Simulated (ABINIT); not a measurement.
The system is ZnS.

```xyz
2
Lattice="0.0000 2.7020 2.7020 2.7020 0.0000 2.7020 2.7020 2.7020 0.0000" Properties=species:S:1:pos:R:3 pbc="T T T"
Zn    4.0530    4.0530    4.0530
S     0.0000    0.0000    0.0000
```

Base run:

* Program: ABINIT 10.8.3 (patched build)
* Functional: B3LYP
* Potentials or basis: SPMS NC PBE v1.0
* Cutoff: 816 eV
* k mesh: 6 × 6 × 6
* Occupations: fixed
* Spin: no spin polarisation

Its results: band gap on the k mesh 3.69 eV, direct.

**Question.** The run is repeated on the same cell with these changes: functional from B3LYP to PBE-EpsX. What comes out?

**Answer.** Band gap on the k mesh 3.42 eV, direct.

Caveats: exact exchange is summed on a coarse mesh, which widens gaps by tenths of an eV.

